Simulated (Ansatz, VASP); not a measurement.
# SiO2 (Stishovite): VASP beside Ansatz, part 2 of 2

Wanted: the spread between two codes on one cell, functional and k mesh. The cell is taken from a series of runs on this material, whose earlier steps may have relaxed, scaled, displaced or heated it; both programs get it as it stands.

VASP 6.6.1 and Ansatz 0.2.0.

So far: The starting structure; VASP: zone-centre phonons, r2SCAN.

### 3. Ansatz: zone-centre phonons, r2SCAN

Level of this step: Ansatz beside VASP: Kohn-Sham DFT, plane waves, r2SCAN (Ansatz).

Ansatz runs on its PAW soft_1 files.

The same cell, functional and mesh now go to Ansatz, which takes its cutoff from its data sets.

Input file input.yaml:

```yaml
crystal:
  lattice:
    - [4.1847561559, 0.0, 0.0]
    - [0.0, 4.1847561559, 0.0]
    - [0.0, 0.0, 2.6684398644]
  atoms:
    - { symbol: Si, position: [0.0, 0.0, 0.0] }
    - { symbol: Si, position: [0.5, 0.5, 0.5] }
    - { symbol: O, position: [0.3061027495, 0.3061027495, 0.0] }
    - { symbol: O, position: [0.1938972505, 0.8061027495, 0.5] }
    - { symbol: O, position: [0.6938972505, 0.6938972505, 0.0] }
    - { symbol: O, position: [0.8061027495, 0.1938972505, 0.5] }
kpoints:
  mp_grid: { grid: [6, 6, 8] }
hamiltonian:
  xc: r2scan
  pseudopotentials: { kind: paw, azcp: { folder: soft_1 } }
scf:
  occupations: { method: fixed }
output:
  eigenvalues: true
phonons:
  method: dfpt
```

Command:

```console
$ ansatz run input.yaml --threads 4 --pin off --max-ram 8192MiB --backend cpu --events-out ev --progress --plain --runs-dir out
```

Numbers of over 12 decimals in the logs are rounded to 6 here.

The program printed:

```text
Engine: ansatz 0.2.0, x86_64-unknown-linux-gnu
Pseudopotentials: kind: paw
Pseudopotential: Si, paw, valence charge 4, recommended cutoff 500 eV (meta_gga), soft_1/Si.paw.azcp
Pseudopotential: O, paw, valence charge 6, recommended cutoff 500 eV (meta_gga), soft_1/O.paw.azcp
Functional definition: r2SCAN
  parameter k0 = 0.174
  parameter k1 = 0.065
  parameter a1 = 4.9479
  exchange = r2scan_x(k0 = k0, k1 = k1, a1 = a1)
  correlation = r2scan_c
Crystal: 6 atoms, lattice volume = 46.730 Å³
Basis set: ecut = 500 eV, 1177 PW (Γ), exchange–correlation on 160×160×100 points (125 copies of the dense FFT grid, shifted against one another)
Bands: 22, of which v1, the nominal top of the filled ones, is band 16 counted from 1 (15 counted from 0)
Symmetry: 16 space group operations
k-points: 148 of 288 (irreducible under 1 space group operation, time reversal used)
Non-local potential: Si, projectors of the file, l = 0: 2, l = 1: 2, l = 2: 1
Non-local potential: O, projectors of the file, l = 0: 2, l = 1: 2, l = 2: 1
PAW form: soft (Blöchl's): semilocal exchange-correlation on the pseudo side does not see the compensation charge
PAW frozen core: Si, regenerated for the run's functional (the file was generated under x = pbe(κ = 0.804, μ = 0.219515), c = pbe(β = 0.066725))
PAW frozen core: O, regenerated for the run's functional (the file was generated under x = pbe(κ = 0.804, μ = 0.219515), c = pbe(β = 0.066725))
PAW one-centre angular grid: Si, 302 points (default); XC on 160 Gauss nodes
PAW one-centre angular grid: O, 302 points (default); XC on 160 Gauss nodes
Initial density: superposition of atomic densities (chi_scale 0.1, normalization cell, long waves kept (reshape's long-wave potential 0.00 eV rms))
Initial wavefunctions: pseudopotential atomic-orbital guess
Functional: x = r2scan, c = r2scan; τ floored in thin density (d = 2e-4 eV/Å³)
SCF iter   1: F=—  HF=-3560.435923 eV  |F-HF|=—  |Δ(HF+E_count)|=         —  Δρ=1.47e-1  dr2=8.33e0  dr2_τ=1.11e0  ethr=3.10e-3  ⟨swp⟩=4.6  Hψ=14777  notcnv=0  defer=577
preconditioner: auto → none  [insulator: Δε(μ)=7.224 eV  Ē_g=20.899 eV  n_scr=10 (ndim 8)  ℏωp=30.7 eV  f_vac=0.000  ε∞_Penn≈3.2]
SCF iter   2: F=—  HF=-3559.175706 eV  |F-HF|=—  |Δ(HF+E_count)|=    1.26e0  Δρ=5.89e-2  dr2=4.92e-1  dr2_τ=2.45e-1  ethr=3.10e-3  ⟨swp⟩=3.7  Hψ=8671  notcnv=0  defer=583
SCF iter   3: F=—  HF=-3559.293053 eV  |F-HF|=—  |Δ(HF+E_count)|=   1.17e-1  Δρ=2.48e-2  dr2=1.08e-1  dr2_τ=1.09e-2  ethr=1.54e-3  ⟨swp⟩=2.1  Hψ=5105  notcnv=0  defer=588
SCF iter   4: F=—  HF=-3559.342347 eV  |F-HF|=—  |Δ(HF+E_count)|=   4.93e-2  Δρ=5.02e-3  dr2=3.52e-3  dr2_τ=6.26e-4  ethr=3.38e-4  ⟨swp⟩=3.5  Hψ=5983  notcnv=0  defer=592
SCF iter   5: F=—  HF=-3559.344137 eV  |F-HF|=—  |Δ(HF+E_count)|=   1.79e-3  Δρ=6.60e-4  dr2=6.03e-5  dr2_τ=1.27e-5  ethr=1.10e-5  ⟨swp⟩=3.1  Hψ=5410  notcnv=0  defer=592
SCF iter   6: F=—  HF=-3559.344164 eV  |F-HF|=—  |Δ(HF+E_count)|=   2.73e-5  Δρ=7.11e-5  dr2=9.24e-7  dr2_τ=1.01e-7  ethr=1.89e-7  ⟨swp⟩=2.0  Hψ=4837  notcnv=0  defer=519
SCF iter   7: F=—  HF=-3559.344164 eV  |F-HF|=—  |Δ(HF+E_count)|=   6.76e-8  Δρ=6.34e-6  dr2=7.30e-9  dr2_τ=5.52e-10  ethr=2.89e-9  ⟨swp⟩=2.7  Hψ=5567  notcnv=0  defer=259
SCF iter   8: F=—  HF=-3559.344164 eV  |F-HF|=—  |Δ(HF+E_count)|=   7.02e-9  Δρ=6.93e-7  dr2=1.55e-10  dr2_τ=1.01e-11  ethr=2.28e-11  ⟨swp⟩=2.5  Hψ=5702  notcnv=0  defer=259
SCF iter   9: F=-3559.344164 eV  HF=-3559.344164 eV  |F-HF|=4.55e-13  |Δ(HF+E_count)|=  2.46e-11  Δρ=7.37e-8  dr2=1.50e-12  dr2_τ=6.08e-14  ethr=1.00e-12  ⟨swp⟩=13.4  Hψ=21849  notcnv=0
SCF 1 converged in 9 iterations: F = -3559.344164 eV  dr2 = 1.50e-12
  greatest PAW one-centre occupation: 0.867 electrons in one spin orbital (limit 2), on the O atom at site 5 (counted from 0), in its partial waves of l = 0
DFPT response loops at Γ: preconditioner auto → none (the input reference at scf.mixing.eps_inf says where Resta's filter doesn't serve); β = 0.50; Broyden in place of MSR1
SCF converged after 9 iterations
Free energy (F): -3559.344164 eV
Harris-Foulkes:  -3559.344164 eV  (|F-HF|=4.55e-13)
Internal energy: -3559.344164 eV  (E = F + TS)
E sigma→0 (E₀):  -3559.344164 eV
Fermi energy:    10.076282 eV
--- Per-component energies (eV) ---
  E_band       = 41.267914
  E_kinetic    = 793.465040
  E_local      = -1210.016007  (includes V_loc(G=0)·N_el)
  E_nonlocal   = 245.348280
  E_hartree    = 446.293557
  E_xc         = -397.040593
  E_vxc        = -522.301757  (∫ρ·V_xc dr)
  E_paw        = -1699.930081  (= ΣΔE_a)
  E_vpaw       = -188.891682  (= ΣTr[D̂ρ^β])
  E_aug_tail   = 0.001266  (compensation charges beyond the density's cutoff)
  E_vtau       = 31.075703  (kinetic-family band-sum trace: ∫τ·v_τ [+ j·A + Jᵃ·Aᵃ] dr)
  E_ewald      = -1737.184995
  E_core_change = -0.280631  (= ΣΔE_core)
  E_smearing   = -0.000000  (= −TS)
  E_closure    = -0.000000  (closes the sum)
  Σ components = -3559.344164   (vs F -3559.344164, Δ=0.00e0)
--- Band table (eV; the first three rows and the last of 148) ---
  k-point 0: bands = [... 12 lower, 7.5728, 9.1955, 9.1955, 10.0763, 16.6043, 17.7596, 19.5817, 19.5817, ... 2 higher]
  k-point 1: bands = [... 12 lower, 6.8510, 9.0400, 9.0400, 9.8831, 17.3498, 18.8739, 20.4983, 20.4983, ... 2 higher]
  k-point 2: bands = [... 12 lower, 5.6409, 8.5537, 8.5537, 9.2742, 18.5725, 21.0222, 21.2779, 22.4543, ... 2 higher]
  k-point 147: bands = [... 12 lower, 8.2985, 8.2985, 8.4742, 8.4742, 18.2762, 18.2762, 22.0994, 22.0994, ... 2 higher]
--- Phonons (Γ-DFPT): 4 representative perturbations + reference, on 148 of 288 k-points (Σ response iterations 25) ---
  k mesh reduced under 1 symmetry operation, with k and −k counted as one. Each operation leaves every solved perturbation unchanged. A smaller set is not considered because the functional reads the kinetic-energy density
  ASR residual: 4.951e-4 → 0.000e0 eV/Å²; symmetrization residual: 1.201e-6 eV/Å²
  ASR residual per site (eV/Å²): 6.79e-5 6.79e-5 4.95e-4 4.95e-4 4.95e-4 4.95e-4
  Γ frequencies (cm⁻¹): 0.00 0.00 0.00 232.37 390.07 465.09 465.09 575.89 575.89 585.78 585.78 610.82 655.16 754.29 757.50 830.44 830.44 957.82
  non-analytic LO–TO correction: not included (Born effective charges unavailable; polar crystals: no LO–TO splitting at Γ)
```

### 4. Comparison

Known differences besides the potentials themselves: VASP keeps PBE cores, Ansatz makes them for the functional; fixed occupations in Ansatz, narrow Gaussian smearing in VASP; the cutoff is 500 eV in Ansatz and 660 eV in VASP; VASP uses finite displacements, Ansatz perturbation theory. Total energies have different zeros and are not compared.

Both answers:

```csv
quantity,Ansatz,VASP,difference
optical mode 1 (cm⁻¹),232.4,233.8,-0.63 %
optical mode 2 (cm⁻¹),390.1,393.1,-0.76 %
optical mode 3 to 4 (cm⁻¹),465.1,469.0,-0.82 %
optical mode 5 to 6 (cm⁻¹),575.9,577.8,-0.34 %
optical mode 7 to 8 (cm⁻¹),585.8,588.7,-0.50 %
optical mode 9 (cm⁻¹),610.8,613.1,-0.38 %
optical mode 10 (cm⁻¹),655.2,661.2,-0.92 %
optical mode 11 (cm⁻¹),754.3,756.8,-0.33 %
optical mode 12 (cm⁻¹),757.5,762.7,-0.68 %
optical mode 13 to 14 (cm⁻¹),830.4,831.9,-0.18 %
optical mode 15 (cm⁻¹),957.8,958.6,-0.08 %
```

Modes are paired by rising frequency, not by their patterns, so a pair may set unlike modes beside each other; they are those without the splitting of longitudinal modes.

### 5. Summary of results

```yaml
r_m_s_difference_of_the_optical_zone_centre_modes_each_program_s_sorted_by_frequency_zone_centre_phonons_r2scan: 3.1 cm⁻¹
difference_in_optical_mode_10_zone_centre_phonons_r2scan: -0.9 %
```

The r.m.s. difference of the optical zone-centre modes, each program's sorted by frequency is 3.1 cm⁻¹ (zone-centre phonons, r2SCAN). Among the rows given in per cent, the largest difference of the zone-centre phonons, r2SCAN pair is in optical mode 10, -0.9 %. Such differences can come from data sets, numerical settings and the points named under the comparisons, not from the functional's error against experiment.

[Lines on the potential files, build, host, timing and source positions are cut from VASP's logs without a mark.]

[Logs are printed without paths, hosts, clocks, repeated set-up lines and the standing remarks that a program may print on its own settings, such as how far it seeks lower states.]

[Hosts, paths, dates, database ids (printed as entryN), source tags and the programs' standing remarks are cut or masked in the printed files.]
